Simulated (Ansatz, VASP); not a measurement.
MgSe in VASP and in Ansatz

```
Mg Se
1.0
     0.00000    2.78734    2.78734
     2.78734    0.00000    2.78734
     2.78734    2.78734    0.00000
Mg Se
1 1
Direct
  0.00000 0.00000 0.00000
  0.50000 0.50000 0.50000
```

Change from the starting cell: volume scaled by 1.06, PAW files.

Alike in both runs: task electric field gradients; functional r2SCAN; k mesh 10 × 10 × 10; occupations fermi-dirac, width 0.01 eV; no spin polarisation.

|  | VASP | Ansatz |
| --- | --- | --- |
| version | VASP 6.6.1 | Ansatz 0.2.0 |
| potentials or method | VASP PAW PBE potentials, release 64 (Mg, Se) | PAW with Ansatz's default frozen-core files, scalar-relativistic |
| plane-wave cutoff (eV) | 520 | 500 |
| valence electrons in the cell | 8 | 26 |

Ansatz gave:

```
gap on the k mesh at the Fermi level (eV)                      : 2.38
pressure (GPa)                                                 : -3.3
Vzz of the field gradient on the site that differs most (V/Å²) : 0.0
```

Which values does VASP return?

gap on the k mesh at the Fermi level (eV): 2.34; pressure (GPa): -3.6; Vzz of the field gradient on the site that differs most (V/Å²): 0.0.

The functional is the same, so the differences come from potentials, cutoffs and numerics. The two sets of potentials don't hold the same shells in valence.

Caveats: the PAW data sets were made with another functional, which shifts forces and pressure a little (VASP). A k mesh can miss the band edges.
